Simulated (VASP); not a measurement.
Here is a VASP 6.6.1 calculation.

Contents of INCAR:

```
SYSTEM = ZnAu
ALGO = Normal
EDIFF = 1E-6
ENCUT = 520
GGA = PE
ISIF = 2
ISMEAR = 0
LASPH = .TRUE.
LCHARG = .FALSE.
LREAL = .FALSE.
LWAVE = .FALSE.
NBANDS = 18
NELM = 100
PREC = Accurate
SIGMA = 0.1
```

KPOINTS

```
k-points
0
G
  6 6 6
  0 0 0
```

Contents of POSCAR:

```
ZnAu
1.0
    3.1500530000      0.0000000000      0.0000000000
    0.0000000000      3.1500530000      0.0000000000
    0.0000000000      0.0000000000      3.1500530000
Zn Au
1 1
Direct
    0.5000000000      0.5000000000      0.5000000000
    0.0000000000      0.0000000000      0.0000000000
```

Potentials or basis: VASP PAW PBE potentials, release 64 (Zn, Au).

Launch:

```sh
$ cat potpaw_PBE.64/Zn/POTCAR potpaw_PBE.64/Au/POTCAR > POTCAR
$ mpirun -np 1 vasp_std > vasp.out
```

**Question.** What does it give for the pressure?

**Answer.** 4.7 GPa.

**Question.** Predict the band gap on the k mesh.

**Answer.** None (metal or under the smearing width).

Spin-orbit coupling is left out, which matters for the levels of Au.
